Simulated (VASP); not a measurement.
Set up this calculation in VASP 6.6.1, as the native input.

```yaml
Task: relaxation of cell and atoms
Functional: PBE
Potentials_or_basis: VASP PAW PBE potentials, release 64 (Al, N)
Cutoff: 600 eV
k_mesh: 12 × 12 × 6
Occupations: fermi-dirac, width 0.02 eV
Spin: no spin polarisation
Dipole_correction: no
Further_INCAR_settings: ALGO = Fast; EDIFF = 1e-07; IBRION = 2; EDIFFG = -0.005; NSW = 80; ISIF = 3
```

The structure of AlN lies in POSCAR:

```
AlN
1.0
    2.9251806508      0.0000000000      0.0000000000
   -1.4625903254      2.5332807543      0.0000000000
    0.0000000000      0.0000000000      4.7768200028
Al N
2 2
Direct
    0.3333333333      0.6666666667      0.0000000000
    0.6666666667      0.3333333333      0.5000000000
    0.3333333333      0.6666666667      0.3750000000
    0.6666666667      0.3333333333      0.8750000000
```

The cell was built by a generator and needn't be a form met in nature.

One way to write it, as run:

INCAR

```
PREC = Accurate
ENCUT = 600
EDIFF = 1E-7
ISMEAR = -1
SIGMA = 0.02
LREAL = False
LASPH = True
NELM = 100
ALGO = Fast
ISIF = 3
LWAVE = False
LCHARG = False
GGA = PE
IBRION = 2
NSW = 80
EDIFFG = -0.005
```

KPOINTS

```
Automatic mesh
0
Gamma
  12 12 6
```

Potentials or basis: VASP PAW PBE potentials, release 64 (Al, N).

Launch:

```bash
$ cat potpaw_PBE.64/Al/POTCAR potpaw_PBE.64/N/POTCAR > POTCAR
$ mpirun -np 1 vasp_std > vasp.out
```

Results of the run:

| Quantity | Value |
| --- | --- |
| Relaxed volume | 10.63 Å³/atom |
| Relaxed cell | a = 3.128 Å, b = 3.128 Å, c = 5.017 Å, α = 90.00°, β = 90.00°, γ = 120.00° |
| Space group after relaxing (to 0.05 Å) | P6_3mc (No. 186) |
| Energy gained by relaxing | 249.5 meV/atom |
| Ionic steps | 11 |
| Pressure after relaxing | 0.0 GPa |
| Band gap on the k mesh | 4.06 eV, direct |

Caveat: the volume moved by over 15 % at a fixed basis, so the end points are rough.

Run time: 86 s on 1 thread of Intel(R) Xeon(R) 6975P-C (Granite Rapids), on a shared host, peak memory 0.18 GiB.
